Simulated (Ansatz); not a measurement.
Runs of Ansatz 0.2.0 on Hf. It takes space group P6_3/mmc (No. 194, hexagonal). The conventional cell has a = 3.197 Å, b = 3.197 Å, c = 5.058 Å, α = 90.00°, β = 90.00°, γ = 120.00°. Around Hf (site symmetry -6m2) lie 12 Hf at 3.13 to 3.20 Å. 

```tsv
task	level	potentials or basis	cell	k mesh	cutoff (eV)	smearing	basis error allowed	mesh quality	gap on the mesh (eV)	pressure (GPa)	relaxed volume (Å³/atom)
single point	PBE	all-electron LAPW, scalar-relativistic	as given	4 × 4 × 2	196	fermi-dirac 0.02 eV	0.002 eV/atom	coarse	none	0.4	-
band structure	PBEsol	all-electron LAPW, inner shells corrected to Dirac's equation	as given	10 × 10 × 5	213	fermi-dirac 0.05 eV	0.001 eV/atom	not flagged	-	-3.9	-
single point	PBE	all-electron LAPW, scalar-relativistic	as given	10 × 10 × 5	213	gaussian 0.013 eV	0.001 eV/atom	not flagged	none	0.7	-
relaxation of cell and atoms	PBE	all-electron LAPW, scalar-relativistic	relaxed	10 × 10 × 5	-	fermi-dirac 0.05 eV	0.001 eV/atom	not flagged	-	0.0	(a)
band structure	BLYP	all-electron LAPW, scalar-relativistic	as given	10 × 10 × 5	213	fermi-dirac 0.05 eV	0.001 eV/atom	not flagged	-	3.4	-
relaxation of cell and atoms	PBEsol	all-electron LAPW, scalar-relativistic	relaxed	10 × 10 × 5	-	fermi-dirac 0.05 eV	0.001 eV/atom	not flagged	-	0.0	(b)
single point	PBE	all-electron LAPW, scalar-relativistic	as given	10 × 10 × 5	213	gaussian 0.02 eV	0.001 eV/atom	not flagged	none	0.6	-
relaxation of cell and atoms	PBEsol+D3(BJ)	all-electron LAPW, scalar-relativistic	relaxed	10 × 10 × 5	-	fermi-dirac 0.05 eV	0.001 eV/atom	not flagged	-	0.0	20.83
```

Alike in all rows: no spin polarisation.

Q: Fill in the values left out.

A: (a) 22.51; (b) 21.58.

Caveats: some runs use coarse meshes; the k mesh is thin for a metal, which can move the energy by tens of meV per atom (some runs).

A k mesh can miss the band edges, and the runs leave out spin-orbit coupling on Hf.

A gap of «none» marks a metal or a gap under the smearing width.

Not every run made on this cell is shown here.
